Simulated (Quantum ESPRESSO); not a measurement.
Ta: phonons at P under several settings

```
Ta
1.0
    -1.65128    1.65128    1.65128
     1.65128   -1.65128    1.65128
     1.65128    1.65128   -1.65128
Ta
1
Direct
  0.00000 0.00000 0.00000
```

All runs used Quantum ESPRESSO 7.5; potentials GBRV 1.5 LDA; k mesh 11 × 11 × 11; no spin polarisation; cutoff 762 eV; occupations cold, width 0.2 eV.

```tsv
level	geometry	volume (Å³/atom)	pressure (GPa)	frequencies (cm⁻¹)
LDA	relaxed at 0 GPa	?	0.0	?
LDA	relaxed at 2 GPa	17.05	2.0	127 127 127
LDA	relaxed at 5 GPa	16.84	5.0	131 131 131
LDA	relaxed at 10 GPa	16.52	10.0	135 135 135
LDA	relaxed at 15 GPa	16.23	15.0	138 138 138
```

What stands in the row left open?

Volume 17.20 Å³/atom; frequencies 125 125 125 cm⁻¹.

Caveats: the q point doesn't lie on the k mesh, which can shift a metal's frequencies strongly unless the mesh is converged; the cell is more than 3 GPa from zero pressure, which shifts response properties (some runs).

For the row left open. Caveat: the q point doesn't lie on the k mesh, which can shift a metal's frequencies strongly unless the mesh is converged.
